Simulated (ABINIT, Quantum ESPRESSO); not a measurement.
**Cost and result for the electronic dielectric constant of GaN**

```cif
data_structure
_symmetry_space_group_name_H-M 'P6_3mc'
_symmetry_Int_Tables_number 186
_cell_length_a 3.1800
_cell_length_b 3.1800
_cell_length_c 5.1660
_cell_angle_alpha 90.000
_cell_angle_beta 90.000
_cell_angle_gamma 120.000
_cell_volume 45.24
loop_
_atom_site_label
_atom_site_type_symbol
_atom_site_symmetry_multiplicity
_atom_site_Wyckoff_symbol
_atom_site_fract_x
_atom_site_fract_y
_atom_site_fract_z
_atom_site_occupancy
Ga1 Ga 2 b 0.66667 0.33333 0.50000 1
N1 N 2 b 0.66667 0.33333 0.87500 1
```

```csv
rung,level,program and potentials,cutoff (eV),k mesh,smearing,task,spin,core time,chip,electronic dielectric constant,notes
GGA,PBE,"Quantum ESPRESSO, PseudoDojo 0.4.1 SR PBE standard",1143,"8 × 8 × 4, shifted",fixed,phonons,off,6.6 min,AMD EPYC 9R45 Zen 5,5.79,9 valence electrons an atom on average
LDA,LDA,"Quantum ESPRESSO, GBRV 1.5 LDA",612,"8 × 8 × 4, shifted",fixed,phonons,off,16 min,Arm Neoverse V1,5.67,12 valence electrons an atom on average; cell relaxed first (11.06 Å³/atom)
GGA,PBE,"ABINIT, PseudoDojo NC SR PBE v0.4.1 standard",1143,"6 × 6 × 4, shifted",fixed,dielectric tensor,off,17 min,Arm Neoverse V2,5.94,coarse mesh; 9 valence electrons an atom on average
non-local van der Waals functional,vdW-DF-cx,"Quantum ESPRESSO, PseudoDojo 0.4.1 SR PBE standard",1143,"6 × 6 × 4, shifted",fixed,phonons,off,18 min,Arm Neoverse V2,6.03,potentials made for PBE; 9 valence electrons an atom on average
LDA,LDA,"ABINIT, PseudoDojo NC SR LDA v0.4.1 standard",1088,"6 × 6 × 4, shifted",fixed,dielectric tensor,off,18 min,Intel Xeon Platinum 8375C Ice Lake,5.96,coarse mesh; 9 valence electrons an atom on average
GGA,PBEsol,"Quantum ESPRESSO, PseudoDojo 0.4 FR PBEsol standard",1143,"6 × 6 × 4, shifted",fixed,dielectric tensor,"SOC, no magnetisation",20 min,Arm Neoverse V1,6.03,9 valence electrons an atom on average
GGA,AM05,"Quantum ESPRESSO, PseudoDojo 0.4.1 SR PBE standard",1143,"8 × 8 × 4, shifted",fixed,phonons,off,21 min,Arm Neoverse V2,5.93,potentials made for PBE; 9 valence electrons an atom on average; cell relaxed first (11.40 Å³/atom)
GGA,WC,"Quantum ESPRESSO, PseudoDojo 0.4.1 SR PBE standard",1143,"8 × 8 × 4, shifted",fixed,phonons,off,21 min,Arm Neoverse V2,5.99,potentials made for PBE; 9 valence electrons an atom on average; cell relaxed first (11.44 Å³/atom)
LDA,LDA,"Quantum ESPRESSO, PseudoDojo 0.4.1 SR LDA standard",1143,"8 × 8 × 4, shifted",fixed,phonons,off,21 min,Arm Neoverse V2,5.81,9 valence electrons an atom on average
GGA,RPBE,"Quantum ESPRESSO, PseudoDojo 0.4.1 SR PBE standard",1143,"8 × 8 × 4, shifted",fixed,phonons,off,22 min,Intel Xeon,5.67,potentials made for PBE; 9 valence electrons an atom on average
GGA + dispersion,PBE+D2,"Quantum ESPRESSO, PseudoDojo 0.4.1 SR PBE standard",1143,"8 × 8 × 4, shifted",fixed,phonons,off,26 min,Arm Neoverse V1,5.96,9 valence electrons an atom on average; cell relaxed first (11.66 Å³/atom)
GGA + dispersion,PBE+D3(BJ),"Quantum ESPRESSO, PseudoDojo 0.4.1 SR PBE standard",1143,"8 × 8 × 4, shifted",fixed,phonons,off,27 min,Arm Neoverse V1,5.90,9 valence electrons an atom on average; cell relaxed first (11.53 Å³/atom)
GGA,BLYP,"Quantum ESPRESSO, PseudoDojo 0.4.1 SR PBE standard",1143,"8 × 8 × 4, shifted",fixed,phonons,off,28 min,Arm Neoverse V1,6.15,potentials made for PBE; 9 valence electrons an atom on average; cell relaxed first (12.16 Å³/atom)
GGA,PBE,"ABINIT, PseudoDojo NC SR PBE v0.4.1 standard",1088,"8 × 8 × 4, shifted",fixed,dielectric tensor,off,37 min,Arm Neoverse V1,5.79,9 valence electrons an atom on average
GGA,PBE,"Quantum ESPRESSO, SSSP 1.3 efficiency PBE",952,"6 × 6 × 4, shifted",fixed,phonons,off,37 min,Arm Neoverse V1,6.11,9 valence electrons an atom on average; cell relaxed first (11.72 Å³/atom)
```

Times are single runs on shared hosts and different chips, so they are rough; meshes, cutoffs and the tasks' sizes weigh on the time. Smearing widths are in eV. The cell comes from a database and isn't always the measured one. Meshes differ between rows, which moves values too. All levels ran on this one cell, unrelaxed unless noted. Meshes are those of the run's cell of 4 atoms unless a note names another. Runs on faulty files, with rough fits or with known faults for this quantity aren't shown.

By rung: LDA in relaxed cells 5.67; LDA 5.81; GGA 5.67 to 6.03; GGA in relaxed cells 5.93 to 6.15; GGA + dispersion in relaxed cells 5.90 to 5.96; non-local van der Waals functional 6.03; LDA on coarse meshes 5.96; GGA on coarse meshes 5.94.
